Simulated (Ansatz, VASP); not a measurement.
One calculation of Pb, two programs

The input INCAR:

```
  PREC = Accurate
  ENCUT = 520
  EDIFF = 1E-6
  ISMEAR = -1
  SIGMA = 0.1
  LREAL = F
  LASPH = T
  NELM = 100
  ALGO = Normal
  ISIF = 2
  LWAVE = F
  LCHARG = F
  GGA = CA
  NBANDS = 13
```

Contents of KPOINTS:

```
Automatic mesh
0
Gamma
  13 13 13
```

The input POSCAR:

```
Pb
1.0
   -1.9597934972      1.9597934972      1.9597934972
    1.9597934972     -1.9597934972      1.9597934972
    1.9597934972      1.9597934972     -1.9597934972
Pb
1
Direct
    0.0000000000      0.0000000000      0.0000000000
```

Input for Ansatz:

```yaml
crystal:
  lattice:
    - [-1.9597934972, 1.9597934972, 1.9597934972]
    - [1.9597934972, -1.9597934972, 1.9597934972]
    - [1.9597934972, 1.9597934972, -1.9597934972]
  atoms:
    - { symbol: Pb, position: [0.0, 0.0, 0.0] }
hamiltonian:
  xc: lda
  pseudopotentials:
    kind: paw
    azcp:
      Pb: "pseudopotentials/Pb.paw.azcp"
basis:
  ecutwfc: 420
  fft_grid_basis: typed
kpoints:
  mp_grid: { grid: [13, 13, 13], shift: [0, 0, 0] }
magnetization:
  spin_polarized: false
scf:
  occupations: { method: fermi_dirac, width: 0.1 }
  lower_state_search: "off"
output:
  stress: true
```

Alike in both runs: task single point; functional LDA; k mesh 13 × 13 × 13; occupations fermi-dirac, width 0.1 eV; no spin polarisation.

|  | VASP | Ansatz |
| --- | --- | --- |
| version | VASP 6.6.1 | Ansatz 0.2.0 |
| potentials or method | VASP PAW LDA potentials, release 64 (Pb_d) | plane waves (420 eV) with PAW, scalar-relativistic |
| plane-wave cutoff (eV) | 520 | 420 |
| valence electrons in the cell | 14 | 14 |

|  | VASP | Ansatz | Ansatz less VASP |
| --- | --- | --- | --- |
| pressure (GPa) | -1.8 | -1.9 | -0.06 |

Ansatz warned: «pseudo_functional_mismatch».

Spin-orbit coupling is left out, which matters for the levels of Pb.
